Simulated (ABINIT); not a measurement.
# Au (Im-3m) in ABINIT: further runs

Aim: see how the results for Au move with the level of theory and the settings. Levels: BLYP, AM05, r2SCAN, SCAN. Tasks: band structure.

Program: ABINIT 10.8.3 (patched build). These are calculated values, not measurements. Logs are shortened: lines on timing, memory, paths and dates and some standing lists are left out, and cuts for length are marked. The log counts tension as positive stress, the text compression.

### Step 1. Starting point

It takes space group Im-3m (No. 229, cubic). The conventional cell has a = 3.315 Å, b = 3.315 Å, c = 3.315 Å, α = 90.00°, β = 90.00°, γ = 90.00°. Au (site symmetry m-3m) has 8 Au at 2.87 Å as nearest neighbours.

This isn't the form of Au at room conditions, which is fcc.

### Step 2. Band structure, BLYP

run.abi reads:

```
# Datasets: ground state, then fixed potential
ndtset 2

# Pseudopotentials
pp_dirpath "./"
pseudos "Au.GGA_PBE-JTH.xml"

# Structure
acell 3*1.0
rprim
    -3.1317845248     3.1317845248     3.1317845248
     3.1317845248    -3.1317845248     3.1317845248
     3.1317845248     3.1317845248    -3.1317845248
ntypat 1
znucl 79
natom 1
typat 1
xred
     0.0000000000     0.0000000000     0.0000000000

# Plane-wave basis
ecut 24.0
pawecutdg 46.0
pawxcdev 0

# Exchange and correlation
ixc -106131

# Bands and occupations
occopt 3
tsmear 0.05 eV

# SCF cycle
nstep 100

# Output
iomode 3
prtwf 0
prteig 0
prtebands 0
enunit 1
prtden1 1
prtvha1 1
prtvclmb1 1
prtpot1 1

# Dataset 1
kptopt1 1
ngkpt1 11 11 11
nshiftk1 1
shiftk1 0.0 0.0 0.0
nband1 10
tolvrs1 1.0e-9

# Dataset 2: bands along G-H-N-G-P-H
iscf2 -2
getden2 1
nband2 16
nbdbuf2 4
tolwfr2 1.0e-11
kptopt2 -5
ndivsm2 8
prteig2 1
kptbounds2
     0.0000000000     0.0000000000     0.0000000000
     0.5000000000    -0.5000000000     0.5000000000
     0.0000000000     0.0000000000     0.5000000000
     0.0000000000     0.0000000000     0.0000000000
     0.2500000000     0.2500000000     0.2500000000
     0.5000000000    -0.5000000000     0.5000000000
```

Potentials or basis: JTH PAW PBE v2.0.

Command:

```sh
> abinit run.abi > log 2>&1
```

run.abo:

```text
.Version 10.8.3 of ABINIT
 DATASET    1 : space group Im -3 m (#229); Bravais cI (body-center cubic)
================================================================================
 Values of the parameters that define the memory need for DATASET  1.
     intxc =       0    ionmov =       0      iscf =      17    lmnmax =      18
     lnmax =       6     mgfft =      24  mpssoang =       3    mqgrid =    3001
     natom =       1  nloc_mem =       2    nspden =       1   nspinor =       1
    nsppol =       1      nsym =      48    n1xccc =       1    ntypat =       1
    occopt =       3   xclevel =       2
       mpw =         703          nfft =       13824          nkpt =          56
 PAW method is used; the additional fine FFT grid is defined by:
   mgfftf=        36    nfftf =     46656
================================================================================
================================================================================

 DATASET    2 : space group Im -3 m (#229); Bravais cI (body-center cubic)
================================================================================
 Values of the parameters that define the memory need for DATASET  2.
     intxc =       0    ionmov =       0      iscf =      -2    lmnmax =      18
     lnmax =       6     mgfft =      24  mpssoang =       3    mqgrid =    3001
     natom =       1  nloc_mem =       2    nspden =       1   nspinor =       1
    nsppol =       1      nsym =      48    n1xccc =       1    ntypat =       1
    occopt =       3   xclevel =       2
       mpw =         712          nfft =       13824          nkpt =          48
 PAW method is used; the additional fine FFT grid is defined by:
   mgfftf=        36    nfftf =     46656
================================================================================
================================================================================

--------------------------------------------------------------------------------
------------- Echo of variables that govern the present computation ------------
--------------------------------------------------------------------------------
 -outvars: echo values of preprocessed input variables --------
            acell      1.0000000000E+00  1.0000000000E+00  1.0000000000E+00 Bohr
              amu      1.96966540E+02
             ecut      2.40000000E+01 Hartree
           enunit           1
           getden1          0
           getden2          1
             iscf1         17
             iscf2         -2
                       outvar_i_n : Printing only first  50 k-points.
              ixc     -106131
           jdtset        1    2
                       outvar_i_n : Printing only first  50 k-points.
           kptopt1          1
           kptopt2         -5
         kptrlatt       11    0    0      0   11    0      0    0   11
          kptrlen1     5.96685091E+01
          kptrlen2     3.00000000E+01
            natom           1
            nband1         10
            nband2         16
           nbdbuf1          0
           nbdbuf2          4
           ndtset           2
           ndivsm1          0
           ndivsm2          8
            ngfft          24      24      24
          ngfftdg          36      36      36
             nkpt1         56
             nkpt2         48
            nstep         100
             nsym          48
           ntypat           1
                       prtocc : prtvol=0, do not print more k-points.
           occopt           3
        pawecutdg      4.60000000E+01 Hartree
         pawxcdev           0
        prtebands           0
           prteig1          0
           prteig2          1
           prtpot1          1
           prtpot2          0
         prtvclmb1          1
         prtvclmb2          0
           prtvha1          1
           prtvha2          0
            prtwf           0
            rprim     -3.1317845248E+00  3.1317845248E+00  3.1317845248E+00
                       3.1317845248E+00 -3.1317845248E+00  3.1317845248E+00
                       3.1317845248E+00  3.1317845248E+00 -3.1317845248E+00
           shiftk1     0.00000000E+00  0.00000000E+00  0.00000000E+00
           shiftk2     5.00000000E-01  5.00000000E-01  5.00000000E-01
          spgroup         229
           tolvrs1     1.00000000E-09
           tolvrs2     0.00000000E+00
           tolwfr1     0.00000000E+00
           tolwfr2     1.00000000E-11
           tsmear      1.83746611E-03 Hartree
            typat      1
           useylm           1
[... 198 lines left out ...]
== DATASET  2 ==================================================================

--- !DatasetInfo
iteration_state: {dtset: 2, }
dimensions: {natom: 1, nkpt: 48, mband: 16, nsppol: 1, nspinor: 1, nspden: 1, mpw: 712, }
cutoff_energies: {ecut:  24.0, pawecutdg:  46.0, }
electrons: {nelect:   1.10000000E+01, charge:   0.00000000E+00, occopt:   3.00000000E+00, tsmear:   1.83746611E-03, }
meta: {optdriver: 0, ionmov: 0, optcell: 0, iscf: -2, paral_kgb: 0, }
...

 mkfilename : getden/=0, take file _DEN from output of DATASET   1.

 Real(R)+Recip(G) space primitive vectors, cartesian coordinates (Bohr,Bohr^-1):
 R(1)= -3.1317845  3.1317845  3.1317845  G(1)=  0.0000000  0.1596534  0.1596534
 R(2)=  3.1317845 -3.1317845  3.1317845  G(2)=  0.1596534  0.0000000  0.1596534
 R(3)=  3.1317845  3.1317845 -3.1317845  G(3)=  0.1596534  0.1596534  0.0000000
 Unit cell volume ucvol=  1.2286710E+02 bohr^3
 Angles (23,13,12)=  1.09471221E+02  1.09471221E+02  1.09471221E+02 degrees

 Coarse grid specifications (used for wave-functions):

 getcut: wavevector=  0.0000  0.0000  0.0000  ngfft=  24  24  24
         ecut(hartree)=     24.000   => boxcut(ratio)=   2.00626

 Fine grid specifications (used for densities):

 getcut: wavevector=  0.0000  0.0000  0.0000  ngfft=  36  36  36
         ecut(hartree)=     46.000   => boxcut(ratio)=   2.17373
--------------------------------------------------------------------------------

================================================================================
 Non-SCF case, kpt    1 (  0.00000  0.00000  0.00000), residuals and eigenvalues=
  6.67E-12  4.66E-12  4.61E-12  6.59E-12  1.58E-12  4.94E-12  7.95E-12  3.30E-12
  9.72E-12  3.23E-12  7.82E-12  8.37E-12  1.58E-12  1.10E-08  9.90E-12  1.80E-05
 -6.5929E-02  1.0030E-01  1.0030E-01  1.0030E-01  1.6414E-01  1.6414E-01
  9.0993E-01  9.0993E-01  9.0993E-01  1.1126E+00  1.1126E+00  1.1126E+00
  1.1775E+00  1.1775E+00  1.3519E+00  1.3520E+00
 Non-SCF case, kpt    2 (  0.04545 -0.04545  0.04545), residuals and eigenvalues=
  6.05E-12  3.99E-12  7.31E-12  5.37E-12  3.71E-12  8.86E-12  9.27E-12  4.85E-12
  6.40E-12  6.98E-12  4.78E-12  5.05E-12  2.03E-07  8.38E-08  1.56E-04  3.95E-05
 -6.0631E-02  1.0056E-01  1.0056E-01  1.0211E-01  1.6119E-01  1.6526E-01
  9.0281E-01  9.1569E-01  9.1569E-01  1.0429E+00  1.0932E+00  1.0932E+00
[... 263 lines left out ...]
  4.9652E-01  4.9652E-01  7.1147E-01  8.6294E-01  8.6294E-01  1.2254E+00
  1.3776E+00  1.5133E+00  1.5133E+00  1.6977E+00
 Non-SCF case, kpt   47 (  0.47500 -0.42500  0.47500), residuals and eigenvalues=
  1.23E-12  5.79E-12  2.59E-12  6.29E-12  9.55E-12  6.26E-12  3.78E-12  9.35E-12
  7.11E-12  7.74E-12  9.29E-12  8.88E-12  1.67E-10  1.66E-11  2.77E-10  4.26E-05
  4.1230E-02  4.1230E-02  1.9218E-01  2.0054E-01  2.0054E-01  4.7861E-01
  5.0134E-01  5.0134E-01  6.3127E-01  8.4866E-01  8.4866E-01  1.2269E+00
  1.4672E+00  1.5196E+00  1.5196E+00  1.7006E+00
 Non-SCF case, kpt   48 (  0.50000 -0.50000  0.50000), residuals and eigenvalues=
  7.23E-12  7.99E-12  5.15E-12  9.62E-12  8.58E-12  3.83E-12  7.93E-12  8.21E-12
  8.00E-12  9.43E-12  8.15E-12  7.14E-12  9.51E-12  5.18E-10  5.31E-09  7.32E-05
  3.8825E-02  3.8825E-02  2.0208E-01  2.0208E-01  2.0208E-01  5.0295E-01
  5.0295E-01  5.0295E-01  5.8895E-01  8.4397E-01  8.4397E-01  1.2254E+00
  1.5215E+00  1.5215E+00  1.5215E+00  1.7030E+00

--- !ResultsGS
iteration_state: {dtset: 2, }
comment   : Summary of ground state results
lattice_vectors:
- [ -3.1317845,   3.1317845,   3.1317845, ]
- [  3.1317845,  -3.1317845,   3.1317845, ]
- [  3.1317845,   3.1317845,  -3.1317845, ]
lattice_lengths: [   5.42441,    5.42441,    5.42441, ]
lattice_angles: [109.471, 109.471, 109.471, ] # degrees, (23, 13, 12)
lattice_volume:   1.2286710E+02
convergence: {deltae:  0.000E+00, res2:  0.000E+00, residm:  9.981E-12, diffor:  0.000E+00, }
etotal    :  -3.40621103E+01
entropy   :   0.00000000E+00
fermie    :   2.64198482E-01
cartesian_stress_tensor: null
pressure_GPa: null
xred      :
- [  0.0000E+00,   0.0000E+00,   0.0000E+00, Au]
cartesian_forces: null
force_length_stats: {min: null, max: null, mean: null, }
...

 Integrated electronic density in atomic spheres:
 ------------------------------------------------
 Atom  Sphere_radius  Integrated_density
    1        2.50870          9.46968827

================================================================================

 ----iterations are completed or convergence reached----

 Mean square residual over all n,k,spin=   62.723E-13; max=  99.808E-13
 reduced coordinates (array xred) for    1 atoms
       0.000000000000      0.000000000000      0.000000000000

 cartesian coordinates (angstrom) at end:
    1      0.00000000000000     0.00000000000000     0.00000000000000
 length scales=  1.000000000000  1.000000000000  1.000000000000 bohr
              =  0.529177210544  0.529177210544  0.529177210544 angstroms
 Eigenvalues (   eV  ) for nkpt=  48  k points:
 kpt#   1, nband= 16, wtk=  1.00000, kpt=  0.0000  0.0000  0.0000 (reduced coord)
  -1.79403    2.72937    2.72937    2.72937    4.46659    4.46659   24.76055   24.76055
  24.76055   30.27657   30.27657   30.27657   32.04070   32.04070   36.78821   36.78908
 kpt#   2, nband= 16, wtk=  1.00000, kpt=  0.0455 -0.0455  0.0455 (reduced coord)
  -1.64986    2.73651    2.73651    2.77850    4.38626    4.49693   24.56682   24.91716
  24.91716   28.37974   29.74860   29.74860   32.56274   33.41048   36.85512   37.24578
 kpt#   3, nband= 16, wtk=  1.00000, kpt=  0.0909 -0.0909  0.0909 (reduced coord)
  -1.22654    2.76514    2.76514    2.92323    4.15491    4.58050   24.12991   25.22838
  25.22838   25.81523   28.66126   28.66126   33.97163   34.55760   36.57658   38.29414
 kpt#   4, nband= 16, wtk=  1.00000, kpt=  0.1364 -0.1364  0.1364 (reduced coord)
  -0.55580    2.83432    2.83432    3.15560    3.79937    4.70038   23.48367   23.67133
  24.88849   24.88849   28.25310   28.25310   35.14164   36.00861   36.05853   39.59395
 kpt#   5, nband= 16, wtk=  1.00000, kpt=  0.1818 -0.1818  0.1818 (reduced coord)
   0.29111    2.96841    2.96841    3.35835    3.46209    4.85449   21.58253   23.30657
  23.41611   23.41611   29.19869   29.19869   35.32647   35.59419   38.50108   39.36817
 kpt#   6, nband= 16, wtk=  1.00000, kpt=  0.2273 -0.2273  0.2273 (reduced coord)
   1.15622    2.87557    3.18963    3.18963    3.82342    5.12266   20.20565   21.56232
[... 113 lines left out ...]
   1.95336    1.95336    2.76657    4.97803    4.97803   11.13830   13.04784   13.04784
  24.09296   25.06037   25.06037   30.84874   35.87218   40.41601   40.41601   46.01558
 kpt#  45, nband= 16, wtk=  1.00000, kpt=  0.4250 -0.2750  0.4250 (reduced coord)
   1.60155    1.60155    3.63072    5.16954    5.16954   11.57753   13.30118   13.30118
  21.83997   24.13843   24.13843   32.49940   35.96596   40.86051   40.86051   46.09601
 kpt#  46, nband= 16, wtk=  1.00000, kpt=  0.4500 -0.3500  0.4500 (reduced coord)
   1.31107    1.31107    4.52691    5.33951    5.33951   12.18419   13.51091   13.51091
  19.36002   23.48171   23.48171   33.34576   37.48532   41.17811   41.17811   46.19812
 kpt#  47, nband= 16, wtk=  1.00000, kpt=  0.4750 -0.4250  0.4750 (reduced coord)
   1.12193    1.12193    5.22936    5.45696    5.45696   13.02352   13.64228   13.64228
  17.17777   23.09335   23.09335   33.38480   39.92505   41.35164   41.35164   46.27633
 kpt#  48, nband= 16, wtk=  1.00000, kpt=  0.5000 -0.5000  0.5000 (reduced coord)
   1.05648    1.05648    5.49899    5.49899    5.49899   13.68608   13.68608   13.68608
  16.02617   22.96549   22.96549   33.34612   41.40275   41.40275   41.40275   46.34103

== END DATASET(S) ==============================================================
================================================================================

 -outvars: echo values of variables after computation  --------
            acell      1.0000000000E+00  1.0000000000E+00  1.0000000000E+00 Bohr
           etotal1    -3.4062110346E+01
            fcart1    -0.0000000000E+00 -0.0000000000E+00 -0.0000000000E+00
            rprim     -3.1317845248E+00  3.1317845248E+00  3.1317845248E+00
                       3.1317845248E+00 -3.1317845248E+00  3.1317845248E+00
                       3.1317845248E+00  3.1317845248E+00 -3.1317845248E+00
           strten1    -3.2097367750E-04 -3.2097367750E-04 -3.2097367750E-04
                       0.0000000000E+00  0.0000000000E+00  0.0000000000E+00
 Calculation completed.
```

Run time: 33 s. Hardware: 1 thread of Arm Neoverse V1, shared host; peak memory 0.1 GiB.

What came out:

```
Free energy                                           : -926.8772 eV
Pressure                                              : 9.4 GPa
Band gap on the k mesh                                : none (metal or under the smearing width)
Valence electrons inside the program's atomic spheres : Au 9.47 (radii [1.3275] Å)
```

Levels at the corners of the path, in eV from the Fermi level:
| point | band 3 | band 4 | band 5 | band 6 | band 7 | band 8 |
| --- | --- | --- | --- | --- | --- | --- |
| Γ | -4.46 | -4.46 | -2.72 | -2.72 | 17.57 | 17.57 |
| H | -1.69 | -1.69 | -1.69 | 6.50 | 6.50 | 6.50 |
| N | -2.86 | -2.56 | -1.35 | -0.04 | 3.21 | 12.98 |
| Γ | -4.46 | -4.46 | -2.72 | -2.72 | 17.57 | 17.57 |
| P | -4.84 | -2.52 | -2.52 | 2.68 | 7.22 | 7.22 |
| H | -1.69 | -1.69 | -1.69 | 6.50 | 6.50 | 6.50 |

Caveat: the PAW data sets were made with another functional, which shifts forces and pressure a little; spin-orbit coupling is left out, which moves the levels of the heavy elements.

(Continued in part 2 of 2.)
